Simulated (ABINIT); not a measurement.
The system is CuAu.

```
CELL_PARAMETERS angstrom
2.81075 0.00000 0.00000
0.00000 2.81075 0.00000
0.00000 0.00000 3.68500
ATOMIC_POSITIONS crystal
Au 0.00000 0.00000 0.00000
Cu 0.50000 0.50000 0.50000
```

| Quantity | Value |
| --- | --- |
| Program | ABINIT 10.8.3 (patched build) |
| Task | relaxation of cell and atoms |
| Functional | LDA |
| Potentials or basis | JTH PAW LDA v2.0 |
| Cutoff | 707 eV |
| k mesh | 9 × 9 × 7 |
| Occupations | fermi-dirac, width 0.05 eV |
| Spin | no spin polarisation |

At the start: pressure -9.0 GPa; volume 14.56 Å³/atom.

Question: Where does the relaxation end?

Answer: Over 8 steps the energy falls by 22.6 meV/atom and the volume is 13.80 Å³/atom (-5.2 %); space group P4/mmm (No. 123, to 0.05 Å).

The path:
| step | energy change (eV) | largest force (eV/Å) | pressure (GPa) | volume (Å³) |
| --- | --- | --- | --- | --- |
| 1 | 0.0000 | 0.0000 | -8.95 | 29.11 |
| 2 | -0.0339 | 0.0000 | -4.63 | 28.32 |
| 3 | -0.0444 | 0.0000 | 0.56 | 27.53 |
| 4 | -0.0447 | 0.0000 | 0.00 | 27.61 |
| 5 | -0.0448 | 0.0000 | -0.14 | 27.63 |
| 6 | -0.0451 | 0.0000 | -0.29 | 27.64 |
| 7 | -0.0451 | 0.0000 | -0.14 | 27.62 |
| 8 | -0.0451 | 0.0000 | -0.02 | 27.60 |

Final structure:
```
CELL_PARAMETERS angstrom
2.77240 0.00000 0.00000
0.00000 2.77240 0.00000
0.00000 0.00000 3.59060
ATOMIC_POSITIONS crystal
Au 0.00000 0.00000 0.00000
Cu 0.50000 0.50000 0.50000
```
